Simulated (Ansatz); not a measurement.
**Mg: one atom moved over a plane**

All numbers below come from DFT PBE, scalar-relativistic, plane waves, PAW in Ansatz 0.2.0. The runs took a 420 eV cutoff, a Γ-centred 18×18×10 mesh and Gaussian smearing (0.15 eV). No spin polarisation. Energies are free energies at this smearing, counted from the undisturbed cell; pressure is positive in compression.

The undisturbed cell (as given, not relaxed at this level; it stands at -0.4 GPa):

```yaml
crystal:
  lattice:
    - [3.20927, 0.00000, 0.00000]
    - [-1.60464, 2.77931, 0.00000]
    - [0.00000, 0.00000, 5.21033]
  atoms:
    - { symbol: Mg, position: [0.33333, 0.66667, 0.25000] }
    - { symbol: Mg, position: [0.66667, 0.33333, 0.75000] }
```

Atom 1 (Mg) is moved by p along (1.000, 0.000, 0.000) and q along (0.000, 1.000, 0.000) (Å), all else fixed. Points are written (p, q).

Energy above the undisturbed cell in eV/cell (a dash: not computed):

```csv
p \ q,-0.450,-0.225,0.000,0.225,0.450
-0.450,0.16,0.11,?,?,0.08
-0.225,0.07,0.04,0.02,0.03,0.08
0.000,0.04,?,0.00,0.02,0.08
0.225,0.07,0.04,0.02,0.03,0.08
0.450,0.16,0.11,?,?,0.08
```

**Question.** Fill in the withheld energies.

**Answer.** (-0.450, 0.000): 0.06; (-0.450, 0.225): 0.05; (0.000, -0.225): 0.01; (0.450, 0.000): 0.06; (0.450, 0.225): 0.05.